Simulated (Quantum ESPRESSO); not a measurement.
# La under changes of volume

One of the cells (38.320 Å³/atom); the others are scaled copies at fixed shape and fractional positions:

```
CELL_PARAMETERS angstrom
-2.12383 2.12383 2.12383
2.12383 -2.12383 2.12383
2.12383 2.12383 -2.12383
ATOMIC_POSITIONS crystal
La 0.00000 0.00000 0.00000
```

This isn't the form of La at room conditions, which is double hcp.

```yaml
Program: Quantum ESPRESSO 7.5
Functional: LDA
Potentials_or_basis: GBRV 1.5 LDA
Cutoff: 612 eV
Density_cutoff: 4898 eV
k_mesh: 9 × 9 × 9
Occupations: fermi-dirac, width 0.05 eV
Spin: no spin polarisation
```

```csv
volume (Å³/atom),energy over the lowest point (meV/atom),pressure (GPa)
36.020,0.00,-2.4
36.787,12.88,-2.9
37.553,27.91,-3.3
38.320,45.04,-3.7
39.086,63.94,-4.1
39.852,84.63,-4.4
40.619,?,?
```

Task: What does the run at 40.619 Å³/atom give?

Result: Energy over the lowest point 106.71 meV/atom; pressure -4.7 GPa.

Worked out: A Birch-Murnaghan fit of order 3 (a polynomial in V^(-2/3)) to the other rows has no minimum within the range. It gives 106.92 meV/atom at 40.619 Å³/atom, against the run's 106.71, and -dE/dV = -4.8 GPa, against -4.7.

Energies are extrapolated to zero smearing.
